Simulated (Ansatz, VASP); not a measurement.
AlGa3N4 in VASP and in Ansatz

The input INCAR:

```
ALGO = Normal ; EDIFF = 1E-6
ENCUT = 520 ; GGA = CA
ISIF = 2 ; ISMEAR = 0
LASPH = True ; LCHARG = True
LELF = True ; LREAL = False
LVHAR = True ; LWAVE = False
NBANDS = 41 ; NELM = 100
PREC = Accurate ; SIGMA = 0.1
```

File KPOINTS:

```
k-points
0
Gamma
  4 4 4
```

The input POSCAR:

```
AlGa3N4
1.0
    4.4716853600      0.0000000000      0.0000000000
    0.0000000000      4.4716853600      0.0000000000
    0.0000000000      0.0000000000      4.4716853600
Al Ga N
1 3 4
Direct
    0.0000000000      0.0000000000      0.0000000000
    0.5000000000      0.5000000000      0.0000000000
    0.5000000000      0.0000000000      0.5000000000
    0.0000000000      0.5000000000      0.5000000000
    0.7557144200      0.7557144200      0.2442855800
    0.7557144200      0.2442855800      0.7557144200
    0.2442855800      0.7557144200      0.7557144200
    0.2442855800      0.2442855800      0.2442855800
```

Input for Ansatz:

```yaml
crystal:
  lattice:
    - [4.47168536, 0.0, 0.0]
    - [0.0, 4.47168536, 0.0]
    - [0.0, 0.0, 4.47168536]
  atoms:
    - { symbol: Al, position: [0.0, 0.0, 0.0] }
    - { symbol: Ga, position: [0.5, 0.5, 0.0] }
    - { symbol: Ga, position: [0.5, 0.0, 0.5] }
    - { symbol: Ga, position: [0.0, 0.5, 0.5] }
    - { symbol: "N", position: [0.75571442, 0.75571442, 0.24428558] }
    - { symbol: "N", position: [0.75571442, 0.24428558, 0.75571442] }
    - { symbol: "N", position: [0.24428558, 0.75571442, 0.75571442] }
    - { symbol: "N", position: [0.24428558, 0.24428558, 0.24428558] }
basis:
  ecutwfc: 420
kpoints:
  mp_grid: { grid: [4, 4, 4] }
hamiltonian:
  xc: lda
scf:
  occupations: { method: gaussian, width: 0.1 }
output:
  forces: true
  stress: true
  eigenvalues: true
```

The cell comes from a database or a generator and needn't be the stable form of this composition.

Alike in both runs: task single point; functional LDA; k mesh 4 × 4 × 4; occupations gaussian, width 0.1 eV; no spin polarisation.

```csv
,VASP,Ansatz
version,VASP 6.6.1,Ansatz 0.2.0
potentials or method,"VASP PAW LDA potentials, release 64 (Al, Ga_d, N)","scalar-relativistic, plane waves, PAW"
plane-wave cutoff (eV),520,420
valence electrons in the cell,62,62
```

VASP gave:

| Property | Result |
| --- | --- |
| gap on the k mesh at the Fermi level (eV) | 2.36 |
| least direct gap on the mesh (eV) | 2.36 |
| pressure (GPa) | -4.9 |
| rms of the force components (eV/Å) | 0.060 |

Task: Estimate Ansatz's values.

Result: gap on the k mesh at the Fermi level (eV): 2.35; least direct gap on the mesh (eV): 2.35; pressure (GPa): -5.8; rms of the force components (eV/Å): 0.071.

Atom by atom the forces differ by 0.010 eV/Å (rms over components).

LDA gaps usually lie below the measured ones, often by a third to a half.
